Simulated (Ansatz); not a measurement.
## MgO: axial (c/a) deformation path

Computed with DFT PBEsol, scalar-relativistic, plane waves, PAW (Ansatz). The runs took a 350 eV cutoff, a Γ-centred 12×12×6 mesh and Gaussian smearing (0.05 eV). The cutoff lies under the one recommended for these potentials. No spin polarisation. Energies are free energies at this smearing, counted from the undisturbed cell; pressure is positive in compression.

Reference structure (as given, not relaxed at this level; it stands at 1.3 GPa; this form isn't the usual structure):

```yaml
crystal:
  lattice:
    - [3.48638, 0.00000, 0.00000]
    - [-1.74319, 3.01929, 0.00000]
    - [0.00000, 0.00000, 4.17804]
  atoms:
    - { symbol: Mg, position: [0.66667, 0.33333, 0.75000] }
    - { symbol: Mg, position: [0.33333, 0.66667, 0.25000] }
    - { symbol: O, position: [0.66667, 0.33333, 0.25000] }
    - { symbol: O, position: [0.33333, 0.66667, 0.75000] }
```

At fixed volume and fractional coordinates, lengths along (0.000, 0.000, 1.000) are scaled against those across it; ρ is that ratio over its starting value.

| ρ | ΔE (meV/atom) | pressure (GPa) | gap on the mesh (eV) |
| --- | --- | --- | --- |
| 0.800 | 305.4 | 19.4 | 3.22 |
| 0.850 | 146.4 | ? | ? |
| 0.920 | 34.8 | 3.9 | 3.41 |
| 0.960 | 8.1 | 2.1 | 3.37 |
| 1.000 | 0.0 | 1.3 | 3.31 |
| 1.050 | 8.8 | 1.5 | 3.27 |
| 1.100 | ? | ? | 3.22 |
| 1.200 | 117.4 | 8.1 | 3.18 |
| 1.300 | 236.7 | 15.8 | 3.20 |

**Question.** Give the withheld values.

**Answer.** pressure (GPa) at ρ = 0.850: 10.8; gap on the mesh (eV) at ρ = 0.850: 3.39; ΔE (meV/atom) at ρ = 1.100: 33.5; pressure (GPa) at ρ = 1.100: 2.9.

Cost: 9 runs of about 0.37 core-minutes in all, on Intel Xeon Platinum 8259CL (Skylake/Cascade Lake) (shared hosts).